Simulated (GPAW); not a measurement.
Hf in GPAW: the effect of functional

The system is Hf.

```
Hf
1.0
     3.19670    0.00000    0.00000
    -1.59835    2.76842    0.00000
     0.00000    0.00000    5.05780
Hf
2
Cartesian
  1.5984 0.9228 3.7934
  0.0000 1.8456 1.2645
```

Alike in all runs:

| Quantity | Value |
| --- | --- |
| Program | GPAW 26.7.0 |
| Task | band structure |
| Cutoff | 600 eV |
| Basis | pw |
| k mesh | 10 × 10 × 5 |
| Occupations | fermi-dirac, width 0.05 eV |
| Spin | no spin polarisation |

| functional | potentials or basis | pressure (GPa) |
| --- | --- | --- |
| LDA | the program's PAW data sets (release 1.2.1) made for this functional | -7.5 |
| PBEsol | PAW data sets generated in the run's folder for this functional | ? |
| RPBE | the program's PAW data sets (release 1.2.1) made for this functional | 3.8 |
| revPBE | the program's PAW data sets (release 1.2.1) made for this functional | 3.0 |
| BLYP | PAW data sets generated in the run's folder for this functional | 3.5 |

Question: What does the run with functional PBEsol give?

Answer: Pressure -3.5 GPa.

Runs at the PBE level aren't shown here.
